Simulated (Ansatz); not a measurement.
# TiTe2 (P-3m1) in Ansatz: further runs

One crystal, TiTe2, is run at these levels: PBEsol+D3(BJ), PBEsol+D4; tasks: relaxation of cell and atoms.

Program: Ansatz 0.2.0. These are calculated values, not measurements. Logs are shortened: lines on timing, memory, paths and dates and some standing lists are left out, and cuts for length are marked.

## (1) The structure

Symmetry: P-3m1, No. 164, trigonal system. The conventional cell has a = 3.777 Å, b = 3.777 Å, c = 6.498 Å, α = 90.00°, β = 90.00°, γ = 120.00°. Te (site symmetry 3m) is surrounded by 3 Ti at 2.77 Å. Ti (site symmetry -3m) is surrounded by 6 Te at 2.77 Å.

## (2) Relaxation of cell and atoms, PBEsol+D3(BJ)

File input.yaml:

```yaml
crystal:
  lattice:
    - [3.777, 0.0, 0.0]
    - [-1.8885, 3.2709779501, 0.0]
    - [0.0, 0.0, 6.498]
  atoms:
    - { symbol: Te, position: [0.3333333333, 0.6666666667, 0.7372] }
    - { symbol: Te, position: [0.6666666667, 0.3333333333, 0.2628] }
    - { symbol: Ti, position: [0.0, 0.0, 0.0] }
hamiltonian:
  xc: pbesol
  pseudopotentials: { kind: paw }
  dispersion: d3bj
kpoints:
  mp_grid: { grid: [8, 8, 4] }
scf:
  occupations: { method: fermi_dirac, width: 0.05 }
output:
  forces: true
  stress: true
relax:
  f_tol: 0.01
  max_steps: 40
  cell: { stress_tol: 0.05 }
```

Potentials or basis: Ansatz PAW.

Started as:

```sh
$ ansatz run input.yaml --threads 2 --pin off --max-ram 5632MiB --backend cpu --events-out ev --progress --plain --runs-dir out
```

Standard output:

```text
Warning: RAYON_NUM_THREADS=2 ignored (pool sized by the plan → 2); use --threads N
Engine: ansatz 0.2.0, x86_64-unknown-linux-gnu
Pseudopotentials: kind: paw
Pseudopotential: Te, paw, valence charge 16, recommended cutoff 420 eV (normal), Te.paw.azcp
Pseudopotential: Ti, paw, valence charge 12, recommended cutoff 420 eV (normal), Ti.paw.azcp
Functional definition: PBEsol
  exchange = pbesol_x
  correlation = pbesol_c
Crystal: 3 atoms, lattice volume = 80.279 Å³
Basis set: ecut = 420 eV, 1581 PW (Γ), exchange–correlation on 54×54×90 points (8 copies of the dense FFT grid, shifted against one another)
Bands: 27, of which v1, the nominal top of the filled ones, is band 22 counted from 1 (21 counted from 0)
Symmetry: 12 space group operations
Space group: P-3m1 (ITA 164), of the structure as read, at distance tolerance 4.3e-5 Å
k-points: 35 of 256
Non-local potential: Te, projectors of the file, l = 0: 2, l = 1: 2, l = 2: 2, l = 3: 2
Non-local potential: Ti, projectors of the file, l = 0: 3, l = 1: 2, l = 2: 3, l = 3: 1
PAW form: soft (Blöchl's): semilocal exchange-correlation on the pseudo side does not see the compensation charge
PAW frozen core: Te, regenerated for the run's functional, and the local potential with it (the file was generated under x = pbe(κ = 0.804, μ = 0.2195149727645171), c = pbe(β = 0.06672455060314922))
PAW frozen core: Ti, regenerated for the run's functional, and the local potential with it (the file was generated under x = pbe(κ = 0.804, μ = 0.2195149727645171), c = pbe(β = 0.06672455060314922))
PAW one-centre angular grid: Te, 590 points (default); XC on 64 Gauss nodes
PAW one-centre angular grid: Ti, 590 points (default); XC on 64 Gauss nodes
Initial density: superposition of atomic densities (neutral atoms: chi_scale 0, normalization atom), corrected by the library's trained network
Initial wavefunctions: pseudopotential atomic-orbital guess
Functional: x = pbesol(κ = 0.804, μ = 0.12345679012345678), c = pbesol(β = 0.046)
SCF iter   1: F=—  HF=-16280.476944 eV  |F-HF|=—  |Δ(HF+E_count)|=         —  Δρ=6.99e-3  dr2=5.98e-2  ethr=1.77e-3  ⟨swp⟩=6.0  Hψ=4231  notcnv=0
preconditioner: auto → LDOS  [metal: Δε(μ)=0.053 eV  Ē_g=6.350 eV  σ=0.050 eV  W_gap=0.26  n_scr=22 (ndim 8)  ℏωp=16.6 eV  f_vac=0.014  D(μ)=1.34/eV (n_scr^D=2)  β→1.0]
SCF iter   2: F=—  HF=-16280.476258 eV  |F-HF|=—  |Δ(HF+E_count)|=   6.86e-4  Δρ=7.34e-3  dr2=7.88e-2  ethr=1.36e-4  ⟨swp⟩=2.9  Hψ=1843  notcnv=0
SCF iter   3: F=—  HF=-16280.468380 eV  |F-HF|=—  |Δ(HF+E_count)|=   7.88e-3  Δρ=8.49e-4  dr2=1.50e-3  ethr=1.36e-4  ⟨swp⟩=2.1  Hψ=1145  notcnv=0
SCF iter   4: F=—  HF=-16280.468262 eV  |F-HF|=—  |Δ(HF+E_count)|=   1.18e-4  Δρ=1.87e-4  dr2=3.30e-5  ethr=3.40e-6  ⟨swp⟩=2.0  Hψ=1120  notcnv=0
SCF iter   5: F=—  HF=-16280.468230 eV  |F-HF|=—  |Δ(HF+E_count)|=   3.19e-5  Δρ=5.06e-5  dr2=4.76e-6  ethr=7.49e-8  ⟨swp⟩=2.0  Hψ=1682  notcnv=0
SCF iter   6: F=-16280.468229 eV  HF=-16280.468229 eV  |F-HF|=5.01e-8  |Δ(HF+E_count)|=   8.95e-7  Δρ=1.29e-5  dr2=6.37e-8  ethr=2.27e-10  ⟨swp⟩=4.1  Hψ=4158  notcnv=0
SCF 1 converged in 6 iterations: F = -16280.468229 eV  dr2 = 6.37e-8
relax step   1: F+E_penalty+E_count = -16280.46822926 eV  Δ(F+E_penalty+E_count) = +0.000e0 eV  max|allowed force component| = 1.135e-1 eV/Å  Δτ_max = 0.0000 Å  P = -5.156 GPa  Ω = 80.279 Å³  (6 SCF iters, dr2 threshold 1.00e-7 eV, accepted)
Crystal: 3 atoms, lattice volume = 69.519 Å³
Basis set: ecut = 420 eV, 1305 PW (Γ), exchange–correlation on 54×54×90 points (8 copies of the dense FFT grid, shifted against one another)
Initial density: handed on by an earlier stage of this run
Initial wavefunctions: those handed on with the density
SCF iter   1: F=—  HF=-16280.836671 eV  |F-HF|=—  |Δ(HF+E_count)|=         —  Δρ=2.99e-2  dr2=2.11e0  ethr=3.10e-3  ⟨swp⟩=6.3  Hψ=4080  notcnv=0
preconditioner: auto → Kerker (q_TF=auto, 2.528 Å⁻¹)  [metal: Δε(μ)=0.042 eV  Ē_g=6.615 eV  σ=0.050 eV  W_gap=0.20  n_scr=22 (ndim 8)  ℏωp=17.8 eV  f_vac=0.000  D(μ)=1.92/eV (n_scr^D=10)]
SCF iter   2: F=—  HF=-16280.714622 eV  |F-HF|=—  |Δ(HF+E_count)|=   1.22e-1  Δρ=1.70e-2  dr2=7.94e-1  ethr=3.10e-3  ⟨swp⟩=2.0  Hψ=1381  notcnv=0
SCF iter   3: F=—  HF=-16280.634404 eV  |F-HF|=—  |Δ(HF+E_count)|=   8.02e-2  Δρ=2.47e-3  dr2=2.55e-2  ethr=1.80e-3  ⟨swp⟩=2.1  Hψ=1118  notcnv=0
SCF iter   4: F=—  HF=-16280.633423 eV  |F-HF|=—  |Δ(HF+E_count)|=   9.82e-4  Δρ=1.03e-3  dr2=1.11e-3  ethr=5.79e-5  ⟨swp⟩=2.0  Hψ=1333  notcnv=0
SCF iter   5: F=—  HF=-16280.633364 eV  |F-HF|=—  |Δ(HF+E_count)|=   5.90e-5  Δρ=2.80e-4  dr2=1.67e-4  ethr=2.51e-6  ⟨swp⟩=2.3  Hψ=1414  notcnv=0
SCF iter   6: F=—  HF=-16280.633333 eV  |F-HF|=—  |Δ(HF+E_count)|=   3.05e-5  Δρ=8.90e-5  dr2=1.52e-5  ethr=3.79e-7  ⟨swp⟩=2.0  Hψ=1157  notcnv=0
SCF iter   7: F=—  HF=-16280.633332 eV  |F-HF|=—  |Δ(HF+E_count)|=   1.46e-6  Δρ=2.75e-5  dr2=8.11e-7  ethr=3.45e-8  ⟨swp⟩=2.0  Hψ=1158  notcnv=0
SCF iter   8: F=-16280.633332 eV  HF=-16280.633332 eV  |F-HF|=1.41e-8  |Δ(HF+E_count)|=   2.02e-8  Δρ=6.24e-6  dr2=5.33e-8  ethr=6.82e-10  ⟨swp⟩=5.0  Hψ=3059  notcnv=0
SCF 2 converged in 8 iterations: F = -16280.633332 eV  dr2 = 5.33e-8
[... 25 lines left out ...]
Crystal: 3 atoms, lattice volume = 70.605 Å³
iter 1 solved again at ethr=3.40e-7 eV; its pass at ethr=3.10e-3 eV (dr2=1.50e-4 eV) is discarded
SCF iter   1: F=—  HF=-16280.638060 eV  |F-HF|=—  |Δ(HF+E_count)|=         —  Δρ=3.13e-4  dr2=1.43e-4  ethr=3.40e-7  ⟨swp⟩=2.0  Hψ=4555  notcnv=0
preconditioner: auto → Kerker (q_TF=auto, 2.522 Å⁻¹)  [metal: Δε(μ)=0.073 eV  Ē_g=6.792 eV  σ=0.050 eV  W_gap=0.32  n_scr=22 (ndim 8)  ℏωp=17.7 eV  f_vac=0.002  D(μ)=1.20/eV (n_scr^D=2)]
SCF iter   2: F=—  HF=-16280.638053 eV  |F-HF|=—  |Δ(HF+E_count)|=   7.37e-6  Δρ=1.82e-4  dr2=5.51e-5  ethr=3.25e-7  ⟨swp⟩=1.0  Hψ=945  notcnv=0
SCF iter   3: F=—  HF=-16280.638031 eV  |F-HF|=—  |Δ(HF+E_count)|=   2.14e-5  Δρ=1.66e-5  dr2=5.68e-7  ethr=1.25e-7  ⟨swp⟩=1.2  Hψ=954  notcnv=0
iter 4 did not close the SCF: its close was put off for the readings that it lacked (scf_convergence_deferred on its scf_iter line)
SCF iter   4: F=-16280.638031 eV  HF=-16280.638031 eV  |F-HF|=1.55e-8  |Δ(HF+E_count)|=   3.69e-8  Δρ=6.49e-6  dr2=3.88e-8  ethr=1.29e-9  ⟨swp⟩=2.1  Hψ=1143  notcnv=0
iter 5 did not close the SCF: its close was put off for the readings that it lacked (scf_convergence_deferred on its scf_iter line)
SCF iter   5: F=-16280.638031 eV  HF=-16280.638031 eV  |F-HF|=2.05e-9  |Δ(HF+E_count)|=   3.55e-9  Δρ=1.68e-6  dr2=4.50e-9  ethr=8.83e-11  ⟨swp⟩=2.0  Hψ=1162  notcnv=0
SCF iter   6: F=-16280.638031 eV  HF=-16280.638031 eV  |F-HF|=4.71e-10  |Δ(HF+E_count)|=  5.28e-10  Δρ=7.37e-7  dr2=6.75e-10  ethr=1.02e-11  ⟨swp⟩=2.0  Hψ=3442  notcnv=0
SCF 5 converged in 6 iterations: F = -16280.638031 eV  dr2 = 6.75e-10
relax step   5: F+E_penalty+E_count = -16280.63803140 eV  Δ(F+E_penalty+E_count) = +2.040e-5 eV  max|allowed force component| = 2.949e-2 eV/Å  Δτ_max = 0.0038 Å  P = +0.113 GPa  Ω = 70.605 Å³  energy of the carried Pulay correction = +1.589e-3 eV  (6 SCF iters, dr2 threshold 5.70e-8 eV, rejected (line search))
Crystal: 3 atoms, lattice volume = 70.635 Å³
iter 1 solved again at ethr=8.78e-8 eV; its pass at ethr=3.10e-3 eV (dr2=3.86e-5 eV) is discarded
SCF iter   1: F=—  HF=-16280.638133 eV  |F-HF|=—  |Δ(HF+E_count)|=         —  Δρ=1.58e-4  dr2=3.51e-5  ethr=8.78e-8  ⟨swp⟩=2.0  Hψ=4553  notcnv=0
preconditioner: auto → Kerker (q_TF=auto, 2.521 Å⁻¹)  [metal: Δε(μ)=0.081 eV  Ē_g=6.792 eV  σ=0.050 eV  W_gap=0.34  n_scr=22 (ndim 8)  ℏωp=17.7 eV  f_vac=0.002  D(μ)=1.19/eV (n_scr^D=2)]
SCF iter   2: F=—  HF=-16280.638120 eV  |F-HF|=—  |Δ(HF+E_count)|=   1.34e-5  Δρ=9.21e-5  dr2=1.34e-5  ethr=7.99e-8  ⟨swp⟩=1.0  Hψ=945  notcnv=0
SCF iter   3: F=—  HF=-16280.638121 eV  |F-HF|=—  |Δ(HF+E_count)|=   1.35e-6  Δρ=8.25e-6  dr2=1.26e-7  ethr=3.05e-8  ⟨swp⟩=1.2  Hψ=954  notcnv=0
SCF iter   4: F=—  HF=-16280.638116 eV  |F-HF|=—  |Δ(HF+E_count)|=   4.44e-6  Δρ=3.12e-6  dr2=8.30e-9  ethr=2.87e-10  ⟨swp⟩=2.3  Hψ=1162  notcnv=0
SCF iter   5: F=—  HF=-16280.638116 eV  |F-HF|=—  |Δ(HF+E_count)|=  6.55e-10  Δρ=7.35e-7  dr2=8.87e-10  ethr=1.89e-11  ⟨swp⟩=2.0  Hψ=1225  notcnv=0
SCF iter   6: F=—  HF=-16280.638116 eV  |F-HF|=—  |Δ(HF+E_count)|=  8.73e-11  Δρ=3.09e-7  dr2=1.19e-10  ethr=2.02e-12  ⟨swp⟩=2.1  Hψ=1477  notcnv=0
SCF iter   7: F=-16280.638116 eV  HF=-16280.638116 eV  |F-HF|=0.00e0  |Δ(HF+E_count)|=  2.73e-11  Δρ=1.03e-7  dr2=1.22e-11  ethr=1.00e-12  ⟨swp⟩=6.7  Hψ=4256  notcnv=0
SCF 6 converged in 7 iterations: F = -16280.638116 eV  dr2 = 1.22e-11
relax step   6: F+E_penalty+E_count = -16280.63811649 eV  Δ(F+E_penalty+E_count) = -6.469e-5 eV  max|allowed force component| = 3.128e-5 eV/Å  Δτ_max = 0.0020 Å  P = -0.000 GPa  Ω = 70.635 Å³  energy of the carried Pulay correction = +1.584e-3 eV  (7 SCF iters, accepted)
Basis set: ecut = 420 eV, 1353 PW (Γ), exchange–correlation on 50×50×90 points (8 copies of the dense FFT grid, shifted against one another)
Initial wavefunctions: pseudopotential atomic-orbital guess (no wavefunctions were taken with the density)
iter 1 solved again at ethr=1.63e-7 eV; its pass at ethr=3.10e-3 eV (dr2=7.19e-5 eV) is discarded
SCF iter   1: F=—  HF=-16280.636551 eV  |F-HF|=—  |Δ(HF+E_count)|=         —  Δρ=1.18e-4  dr2=1.39e-6  ethr=1.63e-7  ⟨swp⟩=3.1  Hψ=6388  notcnv=0
preconditioner: auto → Kerker (q_TF=auto, 2.521 Å⁻¹)  [metal: Δε(μ)=0.081 eV  Ē_g=6.791 eV  σ=0.050 eV  W_gap=0.34  n_scr=22 (ndim 8)  ℏωp=17.7 eV  f_vac=0.002  D(μ)=1.19/eV (n_scr^D=2)]
SCF iter   2: F=—  HF=-16280.636536 eV  |F-HF|=—  |Δ(HF+E_count)|=   1.44e-5  Δρ=6.08e-5  dr2=3.87e-7  ethr=3.16e-9  ⟨swp⟩=2.0  Hψ=1616  notcnv=0
SCF iter   3: F=—  HF=-16280.636537 eV  |F-HF|=—  |Δ(HF+E_count)|=   3.43e-7  Δρ=1.30e-5  dr2=4.03e-8  ethr=8.80e-10  ⟨swp⟩=2.0  Hψ=1470  notcnv=0
SCF iter   4: F=—  HF=-16280.636537 eV  |F-HF|=—  |Δ(HF+E_count)|=   4.62e-9  Δρ=1.10e-6  dr2=1.01e-9  ethr=9.16e-11  ⟨swp⟩=2.0  Hψ=1222  notcnv=0
SCF iter   5: F=—  HF=-16280.636537 eV  |F-HF|=—  |Δ(HF+E_count)|=  2.33e-10  Δρ=2.12e-7  dr2=1.06e-10  ethr=2.30e-12  ⟨swp⟩=3.0  Hψ=1702  notcnv=0
SCF iter   6: F=-16280.636537 eV  HF=-16280.636537 eV  |F-HF|=0.00e0  |Δ(HF+E_count)|=  1.46e-11  Δρ=8.68e-8  dr2=1.41e-11  ethr=1.00e-12  ⟨swp⟩=6.3  Hψ=3903  notcnv=0
SCF 7 converged in 6 iterations: F = -16280.636537 eV  dr2 = 1.41e-11
relax step   7: F+E_penalty+E_count = -16280.63653670 eV  Δ(F+E_penalty+E_count) = +1.580e-3 eV  max|allowed force component| = 5.697e-6 eV/Å  Δτ_max = 0.0000 Å  P = -0.002 GPa  Ω = 70.635 Å³  stress off target by 1.86e-3 GPa  SCF on the basis re-selected at this cell (its energy is not comparable with the rows above)  (6 SCF iters)
basis re-selected at this cell: Δ(F+E_penalty+E_count) = +1.580e-3 eV, ΔP = -0.001 GPa vs the last step (what re-selecting the basis moved, of the pressure what is left beyond the Pulay correction that the steps carried, after the strain that the cell walked since its last selection, with what the two solves' SCF thresholds leave and, on support functions, any second-order correction that the steps lacked; it is no measure of the basis error at this ecutwfc). The dense FFT grid was sized anew with the basis: this SCF ran on 25×25×45 points, the steps before it on 27×27×45, so part of this shift can come from that change (see relax.cell in the input reference). This SCF's stress stands 1.86e-3 GPa from its target on what of the cell is left free (relax.cell.stress_tol is 5.00e-2 GPa) and its largest allowed force component is 5.70e-6 eV/Å (relax.f_tol is 1.00e-2 eV/Å): within both
SCF converged after 6 iterations
Free energy (F): -16280.636537 eV
Harris-Foulkes:  -16280.636537 eV  (|F-HF|=0.00e0)
Internal energy: -16280.626208 eV  (E = F + TS)
E sigma→0 (E₀):  -16280.631372 eV
Entropy (-TS):   -0.010329 eV (-3.443 meV/atom)
Fermi energy:    12.235116 eV
--- Per-component energies (eV) ---
  E_band       = -585.310896
  E_kinetic    = 638.584116
  E_local      = -2994.917048  (includes V_loc(G=0)·N_el)
  E_nonlocal   = -605.467356
  E_hartree    = 1821.112287
  E_xc         = -346.298136
  E_vxc        = -333.673513  (∫ρ·V_xc dr)
  E_paw        = -10192.719615  (= ΣΔE_a)
  E_vpaw       = -932.061444  (= ΣTr[D̂ρ^β])
  E_aug_tail   = -0.000259  (compensation charges beyond the density's cutoff)
  E_ewald      = -4600.203999
  E_disp       = -1.605212  (pairwise vdW)
  E_core_change = 0.889015  (= ΣΔE_core)
  E_smearing   = -0.010329  (= −TS)
  E_closure    = -0.000000  (closes the sum)
  Σ components = -16280.636537   (vs F -16280.636537, Δ=0.00e0)
--- Forces (eV/Å), atoms counted from 1 ---
  atom   1  Te     0.00000000     0.00000000    -0.00000570
  atom   2  Te     0.00000000    -0.00000000     0.00000570
  atom   3  Ti     0.00000000    -0.00000000     0.00000000
  max |Σ_I F_I| component: 1.16e-18 eV/Å
--- Stress (GPa, compression-positive) ---
       -0.001859      -0.000000       0.000000
       -0.000000      -0.001859      -0.000000
       -0.000000      -0.000000      -0.001172
  P = ⅓ Tr σ = -0.0016 GPa (-0.016 kbar)
--- Relaxed structure (6 steps of the walk, 5 accepted, 1 SCFs on fresh bases) ---
  F+E_penalty+E_count = -16280.63653670 eV   max|allowed force component| = 5.697e-6 eV/Å   (the final SCF, on the basis selected at the relaxed cell)
  cell:  # Å, volume = 70.6354 Å³
    - [3.627034769031546, -5.7332157426757136e-33, -4.14343890824259e-17]
    - [-1.813517384515773, 3.1411042503907427, 2.071719454121295e-17]
    - [-7.128426271044463e-17, -3.964739812515215e-33, 6.199951856601749]
  atoms:
    - { symbol: Te, position: [0.3333333333333333, 0.6666666666666666, 0.721971533237498] }
    - { symbol: Te, position: [0.6666666666666666, 0.3333333333333333, 0.27802846676250215] }
    - { symbol: Ti, position: [-9.648339481361022e-35, 2.799419596108091e-35, -4.44937795213093e-20] }
```

Run time: 10 s. Hardware: 2 threads of Intel Xeon 6975P-C (Granite Rapids), shared host; peak memory 0.47 GiB.

Results:

- Free energy: -16280.6365 eV
- Relaxed volume: 23.55 Å³/atom
- Relaxed cell: a = 3.627 Å, b = 3.627 Å, c = 6.200 Å, α = 90.00°, β = 90.00°, γ = 120.00°
- Space group after relaxing (to 0.05 Å): P-3m1 (No. 164)
- Energy gained by relaxing: 56.1 meV/atom
- Ionic steps: 6
- Pressure after relaxing: 0.0 GPa

The path:
```
step  energy change (eV)  largest force (eV/Å)  volume (Å³)
   1              0.0000                0.1135        80.28
   2             -0.1651                0.0062        69.52
   3             -0.1693                0.0037        71.04
   4             -0.1698                0.0264        70.66
   5             -0.1699                0.0000        70.64
   6             -0.1683                0.0000        70.64
```

Final structure:
```
CELL_PARAMETERS angstrom
3.62703 0.00000 0.00000
-1.81352 3.14110 0.00000
0.00000 0.00000 6.19995
ATOMIC_POSITIONS crystal
Te 0.33333 0.66667 0.72197
Te 0.66667 0.33333 0.27803
Ti 0.00000 0.00000 0.00000
```

Caveat: the plane-wave basis is chosen anew once the cell has moved, so the energies of steps on either side of that aren't comparable; the volume moved by -12 % from the deposited cell, more than functionals usually miss; the PAW data sets come from PBE, with cores solved anew for the run's functional, which leaves a small shift of forces and pressure. The run has no spin-orbit coupling, so splittings on Te are missing.

(Part 1 of 2 ends here.)
